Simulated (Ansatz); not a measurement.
A (001) slab of Si2Mo (I4/mmm (No. 139)), 7 planes, outer planes Mo (top) and Mo (bottom), with 7 atoms (Si4Mo3) in a surface cell of A = 10.348 Å², as cut from the bulk:

```
CELL_PARAMETERS angstrom
3.21685 0.00000 0.00000
0.00000 3.21685 0.00000
0.00000 0.00000 22.87302
ATOMIC_POSITIONS crystal
Mo 0.50000 0.50000 0.32790
Si 0.00000 0.00000 0.38466
Si 0.50000 0.50000 0.44324
Mo 0.00000 0.00000 0.50000
Si 0.50000 0.50000 0.55676
Si 0.00000 0.00000 0.61534
Mo 0.50000 0.50000 0.67210
```

Method: DFT PBE, scalar-relativistic, plane waves, PAW in Ansatz 0.2.0. Settings: cutoff 420 eV, Γ-centred mesh 11×11×1 on the computed 7-atom cell, Gaussian smearing of 0.10 eV; no spin polarisation. The cell repeats along c with a dipole correction in the vacuum.

The relaxed slab holds 2 formula units of Si2Mo and 1 further Mo. Against those formula units in the bulk and the further Mo in its standard state it lies 4.401 eV higher. The formation energy of Si2Mo from the standard states is -1.481 eV a formula unit (uncorrected, no zero-point or thermal terms).

Problem. Over what range can the chemical potential of Mo vary, and what is the surface energy at both ends?

Solution. In contact with the bulk, μ(Mo) + 2μ(Si) is fixed. With Δμ counted from the standard states, Δμ(Mo) ≤ 0 keeps elemental Mo from forming, and Δμ(Si) ≤ 0 requires Δμ(Mo) ≥ ΔH = -1.481 eV. Other compounds of Mo and Si can narrow this range. Then γ, the mean of both faces, = [4.401 eV − 1.00·Δμ(Mo)]/(2A). At the Mo-rich end (Δμ = 0): 4.401/(2 × 10.348) × 16.02 = 3.41 J/m². At the Mo-poor end: (4.401 + 1.481)/(2 × 10.348) × 16.02 = 4.55 J/m².

Problem. How does its energy depend on growth conditions?

Solution. It carries an excess of Mo, so its energy falls by 0.77 J/m² for each eV that μ(Mo) rises: Mo-rich conditions lower it; whether it appears depends on the other terminations.

The Mo-terminated (001) surface is costly throughout the range, from 3.41 J/m² at the Mo-rich end to 4.55 J/m² at the Mo-poor end. Favourable conditions remove the penalty for supplying the extra Mo, but not the cost of the broken bonds. Cutting above a Mo plane takes away the Si neighbours on one side of each outer Mo atom, and with them much of the Mo 4d–Si 3p hybridisation that holds the disilicide together. The partly filled d states left behind probably account for most of the high energy.

The two limits are not equally realistic. MoSi₂ is the most Si-rich stable silicide, so the Mo-poor end corresponds to genuine coexistence with silicon. Towards Mo, however, Mo₅Si₃ forms before the pure metal, so the lower value is a bound that equilibrium with bulk MoSi₂ should not reach. Because only one Mo plane lies between the two outer ones, the faces may still interact, and the energy of an isolated surface is not established.
